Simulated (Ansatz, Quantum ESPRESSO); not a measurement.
# Tuning the work function of Pd(100), part 7 of 8

Wanted: work-function changes of Pd(100) along a row of adsorbates.

Quantum ESPRESSO 7.5; plane-wave DFT, PBE, GBRV ultrasoft pseudopotentials; geometry by Ansatz 0.2.0 with PAW datasets.

So far. Step 11 (Projections on atomic orbitals, Mg overlayer): The atomic orbitals miss 0.2 % of the occupied states; for empty states the projections can miss much more. Step 12 (Relaxation with Ansatz, Al overlayer): The relaxation lowers the energy by 12 meV an atom. Held were the atoms numbered 1, 2 and 3; the forces quoted are those on the free ones.

### Step 13. Ground state, Al overlayer

Level of this step: plane-wave DFT, PBE, GBRV ultrasoft pseudopotentials (Quantum ESPRESSO 7.5).

Input file Al.esm.in:

```
&control
  prefix = 'Al.esm'
  outdir = './out'
  pseudo_dir = './pseudo'
  calculation = 'scf'
  tprnfor = .true.
/
&system
  ibrav = 0
  nat = 6
  ntyp = 2
  ecutwfc = 40
  ecutrho = 200
  occupations = 'smearing'
  smearing = 'mv'
  degauss = 0.02
  assume_isolated = 'esm'
  esm_bc = 'bc1'
/
&electrons
  conv_thr = 1e-07
  mixing_beta = 0.4
  electron_maxstep = 120
  mixing_mode = 'local-TF'
/
ATOMIC_SPECIES
  Pd  106.4200  pd_pbe_v1.4.uspp.F.UPF
  Al  26.9815  al_pbe_v1.uspp.F.UPF
CELL_PARAMETERS angstrom
  2.75064537880000 0.00000000000000 0.00000000000000
  0.00000000000000 2.75064537880000 0.00000000000000
  0.00000000000000 0.00000000000000 26.78000000000000
ATOMIC_POSITIONS crystal
  Pd  0.000000000000 0.000000000000 -0.181199607672
  Pd  0.500000000000 0.500000000000 -0.108570780272
  Pd  0.000000000000 0.000000000000 -0.035941952772
  Pd  0.500000000000 0.500000000000 0.039611094897
  Pd  0.000000000000 0.000000000000 0.117895143525
  Al  0.500000000000 0.500000000000 0.181199607672
K_POINTS automatic
  10 10 1 0 0 0
```

Run with:

```bash
$ OMP_NUM_THREADS=1 mpirun -n 4 pw.x -nk 4 -in Al.esm.in > Al.esm.out
```

Output:

```text
[banner, memory and clock lines left out]
Program PWSCF v.7.5 starts

          URL

     Message from routine setup:
     using ibrav=0 with symmetry is DISCOURAGED, use correct ibrav instead

     G-vector sticks info

     bravais-lattice index     =            0
     lattice parameter (alat)  =       5.1980  a.u.
     unit-cell volume          =    1367.3396 (a.u.)^3
     number of atoms/cell      =            6
     number of atomic types    =            2
     number of electrons       =        83.00
     number of Kohn-Sham states=           50
     kinetic-energy cutoff     =      40.0000  Ry
     charge density cutoff     =     200.0000  Ry
     scf convergence threshold =      1.0E-07
     mixing beta               =       0.4000
     number of iterations used =            8  local-TF  mixing
     Exchange-correlation= SLA  PW   PBE  PBE
                           (   1   4   3   4   0   0   0)

     Effective Screening Medium Method
     Boundary Conditions: Vacuum-Slab-Vacuum
     total charge in unit cell        =   0.0000
     grid points for fit at edges     =        4

     celldm(1)=   5.197966  celldm(2)=   0.000000  celldm(3)=   0.000000
     celldm(4)=   0.000000  celldm(5)=   0.000000  celldm(6)=   0.000000

     crystal axes: (cart. coord. in units of alat)
               a(1) = (   1.000000   0.000000   0.000000 )
               a(2) = (   0.000000   1.000000   0.000000 )
               a(3) = (   0.000000   0.000000   9.735897 )

     reciprocal axes: (cart. coord. in units 2 pi/alat)
               b(1) = (  1.000000  0.000000  0.000000 )
               b(2) = (  0.000000  1.000000  0.000000 )
               b(3) = (  0.000000  0.000000  0.102713 )

     PseudoPot. # 1 for Pd read from file:
     ./pseudo/pd_pbe_v1.4.uspp.F.UPF
     Pseudo is Ultrasoft + core correction, Zval = 16.0
     Generated by new atomic code, or converted to UPF format
     Using radial grid of  887 points,  6 beta functions with:
                l(1) =   0
                l(2) =   0
                l(3) =   1
                l(4) =   1
                l(5) =   2
                l(6) =   2
     Q(r) pseudized with  8 coefficients,  rinner =    1.130   1.130   1.130
                                                       1.130   1.130

     PseudoPot. # 2 for Al read from file:
     ./pseudo/al_pbe_v1.uspp.F.UPF
     Pseudo is Ultrasoft + core correction, Zval =  3.0
     Generated by new atomic code, or converted to UPF format
     Using radial grid of  893 points,  3 beta functions with:
                l(1) =   0
                l(2) =   1
                l(3) =   2
     Q(r) pseudized with  8 coefficients,  rinner =    0.900   0.900   0.900
                                                       0.900   0.900

     atomic species   valence    mass     pseudopotential
     Pd               16.00   106.42000     Pd( 1.00)
     Al                3.00    26.98150     Al( 1.00)

      8 Sym. Ops. (no inversion) found

   Cartesian axes

     site n.     atom                  positions (alat units)
         1        Pd     tau(   1) = (   0.0000000   0.0000000  -1.7641407  )
         2        Pd     tau(   2) = (   0.5000000   0.5000000  -1.0570339  )
         3        Pd     tau(   3) = (   0.0000000   0.0000000  -0.3499271  )
         4        Pd     tau(   4) = (   0.5000000   0.5000000   0.3856495  )
         5        Pd     tau(   5) = (   0.0000000   0.0000000   1.1478150  )
         6        Al     tau(   6) = (   0.5000000   0.5000000   1.7641407  )

     number of k points=    21  Marzari-Vanderbilt smearing, width (Ry)=  0.0200
                       cart. coord. in units 2pi/alat
        k(    1) = (   0.0000000   0.0000000   0.0000000), wk =   0.0200000
        k(    2) = (   0.0000000   0.1000000   0.0000000), wk =   0.0800000
        k(    3) = (   0.0000000   0.2000000   0.0000000), wk =   0.0800000
        k(    4) = (   0.0000000   0.3000000   0.0000000), wk =   0.0800000
        k(    5) = (   0.0000000   0.4000000   0.0000000), wk =   0.0800000
        k(    6) = (   0.0000000  -0.5000000   0.0000000), wk =   0.0400000
        k(    7) = (   0.1000000   0.1000000   0.0000000), wk =   0.0800000
        k(    8) = (   0.1000000   0.2000000   0.0000000), wk =   0.1600000
        k(    9) = (   0.1000000   0.3000000   0.0000000), wk =   0.1600000
        k(   10) = (   0.1000000   0.4000000   0.0000000), wk =   0.1600000
        k(   11) = (   0.1000000  -0.5000000   0.0000000), wk =   0.0800000
        k(   12) = (   0.2000000   0.2000000   0.0000000), wk =   0.0800000
        k(   13) = (   0.2000000   0.3000000   0.0000000), wk =   0.1600000
        k(   14) = (   0.2000000   0.4000000   0.0000000), wk =   0.1600000
        k(   15) = (   0.2000000  -0.5000000   0.0000000), wk =   0.0800000
        k(   16) = (   0.3000000   0.3000000   0.0000000), wk =   0.0800000
        k(   17) = (   0.3000000   0.4000000   0.0000000), wk =   0.1600000
        k(   18) = (   0.3000000  -0.5000000   0.0000000), wk =   0.0800000
        k(   19) = (   0.4000000   0.4000000   0.0000000), wk =   0.0800000
        k(   20) = (   0.4000000  -0.5000000   0.0000000), wk =   0.0800000
        k(   21) = (  -0.5000000  -0.5000000   0.0000000), wk =   0.0200000

     Dense  grid:    65367 G-vectors     FFT dimensions: (  24,  24, 240)

     Smooth grid:    46871 G-vectors     FFT dimensions: (  24,  24, 216)

     Initial potential from superposition of free atoms

     starting charge      80.4975, renormalised to      83.0000

     negative rho (up, down):  3.843E-01 0.000E+00
     Starting wfcs are   64 randomized atomic wfcs

     per-process dynamical memory:    82.2 Mb

     Self-consistent Calculation

     iteration #  1     ecut=    40.00 Ry     beta= 0.40
     Davidson diagonalization with overlap
     c_bands:  2 eigenvalues not converged
     c_bands:  1 eigenvalues not converged
     c_bands:  2 eigenvalues not converged
     ethr =  1.00E-02,  avg # of iterations =  8.0

     negative rho (up, down):  4.105E-01 0.000E+00

     total energy              =    -996.63727600 Ry
     estimated scf accuracy    <     134.01382477 Ry

     iteration #  2     ecut=    40.00 Ry     beta= 0.40
     Davidson diagonalization with overlap
     ethr =  1.00E-02,  avg # of iterations =  1.0

     negative rho (up, down):  3.950E-01 0.000E+00

     total energy              =    -999.73524888 Ry
     estimated scf accuracy    <      36.16398735 Ry

     iteration #  3     ecut=    40.00 Ry     beta= 0.40
     Davidson diagonalization with overlap
     ethr =  1.00E-02,  avg # of iterations =  1.0

[...]
-9.8652  -9.5586  -9.4748  -8.9747  -8.7319  -8.5950  -8.3021  -8.1201
    -7.8581  -7.8081  -7.6524  -7.6147  -7.3627  -7.2939  -7.1201  -7.0482
    -6.9031  -6.5834  -6.3793  -6.2250  -5.7828  -5.5025  -5.2543  -5.2069
    -5.0819  -4.5992  -4.4465  -4.1972  -3.5470  -1.9639  -0.3983   0.2074
     1.1151   1.8882

          k = 0.1000-0.5000 0.0000 (  5828 PWs)   bands (ev):

   -55.4001 -55.3241 -55.1791 -54.8599 -54.8580 -54.6992 -54.6707 -54.6018
   -54.5768 -54.5413 -54.3825 -54.3779 -54.3750 -54.1840 -54.0668 -10.8059
   -10.0207  -9.5876  -9.5381  -8.8718  -8.7147  -8.6265  -8.1975  -7.9990
    -7.9972  -7.8118  -7.7922  -7.6096  -7.4949  -7.2168  -7.1695  -7.0118
    -6.8635  -6.4401  -6.2975  -6.0010  -5.7359  -5.3391  -5.2878  -5.0456
    -5.0253  -4.9065  -3.5090  -2.7449  -2.4646  -2.3431  -2.2641  -0.3661
     0.6849   1.8481

          k = 0.2000 0.2000 0.0000 (  5819 PWs)   bands (ev):

   -55.3334 -55.2503 -55.2465 -54.8087 -54.7237 -54.7078 -54.6420 -54.6147
   -54.5987 -54.4350 -54.4345 -54.3793 -54.2459 -54.2448 -54.0722 -12.5284
    -9.8893  -9.2842  -9.0819  -8.8783  -8.8251  -8.6541  -8.4202  -8.3935
    -8.3286  -8.2841  -7.9321  -7.8273  -7.4502  -7.3399  -7.1023  -7.0769
    -6.9064  -6.8095  -6.5262  -6.4427  -6.4089  -6.1312  -5.8717  -5.6955
    -5.6163  -5.2464  -4.8472  -4.3786  -3.0560  -1.2700  -0.4997   0.4008
     1.0161   1.5452

          k = 0.2000 0.3000 0.0000 (  5827 PWs)   bands (ev):

   -55.3259 -55.3174 -55.2417 -54.8065 -54.7804 -54.7059 -54.6794 -54.6283
   -54.6056 -54.4917 -54.4316 -54.3787 -54.3080 -54.2410 -54.0682 -11.7716
    -9.4503  -9.1701  -8.9616  -8.8891  -8.6460  -8.6243  -8.5887  -8.3194
    -8.2561  -7.9653  -7.8943  -7.7608  -7.5076  -7.3553  -7.2642  -6.8712
    -6.7730  -6.7006  -6.5075  -6.3171  -6.0278  -5.9267  -5.6981  -5.4857
    -5.4780  -4.9048  -4.7427  -3.6651  -2.4494  -1.7493  -0.1373   1.3616
     1.6406   2.2129

          k = 0.2000 0.4000 0.0000 (  5833 PWs)   bands (ev):

   -55.3726 -55.3200 -55.2364 -54.8302 -54.8281 -54.7103 -54.6788 -54.6400
   -54.6141 -54.5311 -54.4291 -54.3788 -54.3570 -54.2375 -54.0652 -10.9770
    -9.4870  -9.2465  -9.1880  -9.0698  -8.8836  -8.6655  -8.5563  -8.3558
    -8.2194  -7.8689  -7.6944  -7.5668  -7.4449  -7.2369  -7.1112  -6.8523
    -6.7251  -6.6611  -6.3305  -6.0996  -5.6739  -5.3581  -5.2688  -5.1038
    -4.9600  -4.1910  -4.0012  -3.5984  -2.4514  -0.9351   0.3627   0.8620
     1.6011   2.2924

          k = 0.2000-0.5000 0.0000 (  5850 PWs)   bands (ev):

   -55.3936 -55.3177 -55.2343 -54.8486 -54.8428 -54.7100 -54.6754 -54.6455
   -54.6174 -54.5443 -54.4281 -54.3792 -54.3750 -54.2362 -54.0641 -10.5875
    -9.4880  -9.3790  -9.3167  -9.1497  -8.9920  -8.6771  -8.5780  -8.3256
    -8.2526  -7.7966  -7.7023  -7.5095  -7.3677  -7.1835  -7.1585  -6.8411
    -6.7506  -6.5175  -6.3041  -5.8044  -5.5583  -5.2238  -5.0217  -4.8988
    -4.8831  -4.7912  -2.6626  -2.0590  -1.8066  -1.4256  -1.0449   0.2111
     1.2395   2.0651

          k = 0.3000 0.3000 0.0000 (  5819 PWs)   bands (ev):

   -55.3183 -55.3118 -55.3083 -54.7987 -54.7755 -54.7557 -54.6917 -54.6710
   -54.6149 -54.4933 -54.4891 -54.3777 -54.3041 -54.3039 -54.0646 -11.1552
    -9.3765  -9.1675  -9.0710  -8.9165  -8.8406  -8.8189  -8.7251  -8.3927
    -8.1409  -8.0821  -7.8054  -7.7927  -7.4980  -7.2405  -7.0161  -6.3434
    -6.2732  -6.2051  -6.1094  -6.0637  -5.8994  -5.8614  -5.5434  -5.5353
    -5.0260  -4.8810  -3.9623  -2.6779  -1.9833  -1.1580   0.0237   1.0091
     2.3417   3.1061

          k = 0.3000 0.4000 0.0000 (  5863 PWs)   bands (ev):

   -55.3649 -55.3122 -55.3042 -54.8218 -54.8152 -54.7450 -54.6970 -54.6855
   -54.6288 -54.5349 -54.4908 -54.3772 -54.3537 -54.3010 -54.0618 -10.6269
    -9.5850  -9.3823  -9.2552  -9.1556  -9.1202  -9.0358  -8.8819  -8.4602
    -8.2748  -8.1959  -7.7407  -7.3968  -7.0987  -6.9171  -6.6323  -6.2244
    -6.0941  -6.0405  -5.8823  -5.7480  -5.5357  -5.3840  -5.0966  -5.0386
    -4.8617  -3.6548  -3.3550  -2.6652  -1.3274  -0.0064   0.6138   1.0600
     1.8385   2.2492

          k = 0.3000-0.5000 0.0000 (  5848 PWs)   bands (ev):

   -55.3857 -55.3099 -55.3020 -54.8399 -54.8297 -54.7363 -54.7030 -54.6803
   -54.6386 -54.5499 -54.4906 -54.3770 -54.3722 -54.2998 -54.0608 -10.4404
    -9.6813  -9.4694  -9.3308  -9.2335  -9.1918  -9.1661  -8.9574  -8.4496
    -8.3687  -8.2928  -7.4993  -7.2142  -7.1849  -6.7151  -6.4009  -6.2204
    -6.1844  -5.9815  -5.8800  -5.5820  -5.1972  -5.0460  -4.8650  -4.7623
    -4.6447  -4.4836  -1.8046  -1.4359  -0.9587  -0.3947   0.4408   1.0102
     1.2338   1.9937

          k = 0.4000 0.4000 0.0000 (  5864 PWs)   bands (ev):

   -55.3593 -55.3580 -55.3059 -54.8308 -54.8300 -54.7538 -54.7166 -54.7016
   -54.6363 -54.5400 -54.5365 -54.3760 -54.3514 -54.3511 -54.0591 -10.5300
    -9.7441  -9.6183  -9.5799  -9.4369  -9.3499  -9.2254  -9.0643  -8.5968
    -8.4266  -8.2133  -7.6331  -7.1024  -6.8857  -6.1831  -6.1429  -5.8578
    -5.6237  -5.3917  -5.3740  -5.2687  -5.2611  -4.9853  -4.9528  -4.8689
    -4.6632  -2.9930  -2.6251  -1.7099  -0.9963   0.2308   0.7431   1.2238
     1.8890   1.9016

          k = 0.4000-0.5000 0.0000 (  5858 PWs)   bands (ev):

   -55.3793 -55.3563 -55.3035 -54.8443 -54.8395 -54.7442 -54.7283 -54.7019
   -54.6407 -54.5554 -54.5396 -54.3756 -54.3701 -54.3504 -54.0581 -10.5606
    -9.7784  -9.7615  -9.6362  -9.5810  -9.3670  -9.3482  -9.1767  -8.7305
    -8.3154  -8.3133  -7.3741  -7.0638  -6.8657  -5.9647  -5.8602  -5.7235
    -5.6344  -5.2957  -5.2745  -5.1919  -4.8597  -4.8268  -4.6429  -4.4986
    -4.0472  -3.9624  -1.3842  -0.9289  -0.4953  -0.0431   0.3817   0.5218
     1.7325   2.1568

          k =-0.5000-0.5000 0.0000 (  5904 PWs)   bands (ev):

   -55.3769 -55.3769 -55.3011 -54.8507 -54.8507 -54.7340 -54.7340 -54.7161
   -54.6405 -54.5578 -54.5578 -54.3750 -54.3694 -54.3694 -54.0571 -10.6528
    -9.8757  -9.7656  -9.7656  -9.7542  -9.3789  -9.3789  -9.3627  -8.8829
    -8.2832  -8.2832  -7.1006  -6.9639  -6.9639  -5.7853  -5.6976  -5.4626
    -5.4626  -5.1675  -5.1531  -5.0680  -4.5418  -4.5245  -4.3540  -4.1989
    -3.5673  -3.5672  -1.8780  -1.1619  -0.4901  -0.4900   0.9512   0.9513
     2.4344   2.8005

     the Fermi energy is    -4.8393 ev

!    total energy              =   -1000.19230862 Ry
     estimated scf accuracy    <       0.00000007 Ry
     smearing contrib. (-TS)   =       0.00157866 Ry
     internal energy E=F+TS    =   -1000.19388728 Ry

     The total energy is F=E-TS. E is the sum of the following terms:
     one-electron contribution =   20703.82913359 Ry
     hartree contribution      =  -10351.85000198 Ry
     xc contribution           =    -161.06881468 Ry
     ewald contribution        =  -11191.10420421 Ry

     convergence has been achieved in  28 iterations

     negative rho (up, down):  3.891E-01 0.000E+00

     Forces acting on atoms (cartesian axes, Ry/au):

     atom    1 type  1   force =     0.00000000    0.00000000   -0.00833964
     atom    2 type  1   force =     0.00000000    0.00000000   -0.00360542
     atom    3 type  1   force =     0.00000000    0.00000000    0.01149429
     atom    4 type  1   force =     0.00000000    0.00000000   -0.00062183
     atom    5 type  1   force =     0.00000000    0.00000000    0.00035165
     atom    6 type  2   force =     0.00000000    0.00000000    0.00072082

     Total force =     0.014687     Total SCF correction =     0.002333
     SCF correction compared to forces is large: reduce conv_thr to get better values

     XML data file, charge density, pseudopotentials, collected wavefunctions

                                        0.00s GPU  (    1160 calls)

Note: The following floating-point exceptions are signalling: IEEE_DIVIDE_BY_ZERO IEEE_UNDERFLOW_FLAG
Note: The following floating-point exceptions are signalling: IEEE_DIVIDE_BY_ZERO IEEE_UNDERFLOW_FLAG
Note: The following floating-point exceptions are signalling: IEEE_DIVIDE_BY_ZERO IEEE_UNDERFLOW_FLAG
Note: The following floating-point exceptions are signalling: IEEE_DIVIDE_BY_ZERO IEEE_UNDERFLOW_FLAG
```

Elapsed: 2.1 min, on 4 MPI ranks of Arm Neoverse V1, shared host; peak memory 0.66 GiB; 8.6 min of CPU time.

Numbers from this step:

- free energy: -13608.3096 eV
- Fermi energy: -4.839 eV
- vacuum line at the lower end of the cell, over the Fermi level: 5.122 eV
- vacuum line at the upper end of the cell, over the Fermi level: 4.556 eV

The potential energy, planar mean oscillates, so the rows of the table below give means over windows of 1.96 Å about each position, cut where the curve ends. Its maxima inside the range that stand out by 2 % of the span (Å: eV): -3.9: -1.35, -1.9: -1.61, 0.0: -0.735, 2.1: -0.276, 4.0: -5.25. Its minima: -4.8: -9.61, -2.9: -9.78, -1.0: -9.78, 1.1: -9.66, 3.2: -10.6, 4.8: -13.2.

Electrostatic potential energy of an electron; zero at the Fermi level. The potential energy, planar mean by z; means over each step:

| z (Å) | potential energy, planar mean (eV) |
| --- | --- |
| -12.41 | 5.12 |
| -10.45 | 5.12 |
| -8.49 | 5.11 |
| -6.53 | 3.68 |
| -4.57 | -5.66 |
| -2.61 | -5.98 |
| -0.65 | -5.68 |
| 1.31 | -5.51 |
| 3.27 | -7.28 |
| 5.23 | -6.55 |
| 7.19 | 4.13 |
| 9.15 | 4.55 |
| 11.11 | 4.56 |
| 13.07 | 4.56 |

The covered face stands at 4.56 eV against 5.13 eV when clean.

Inside the slab this potential holds the local part of the pseudopotentials, which can be repulsive at the nuclei; only its value in the vacuum has a meaning of its own.

[end of part 7 of 8]

[Logs are printed without paths, hosts, clocks, repeated set-up lines and the standing remarks that a program may print on its own settings, such as how far it seeks lower states.]

[Hosts, paths, dates, database ids (printed as entryN), source tags and the programs' standing remarks are cut or masked in the printed files.]

[Maps of the electrostatic potential energy from Ansatz leave out the sawtooth potential of an applied field or a dipole correction, so their vacuum need not be flat; planar profiles and work functions include it.]
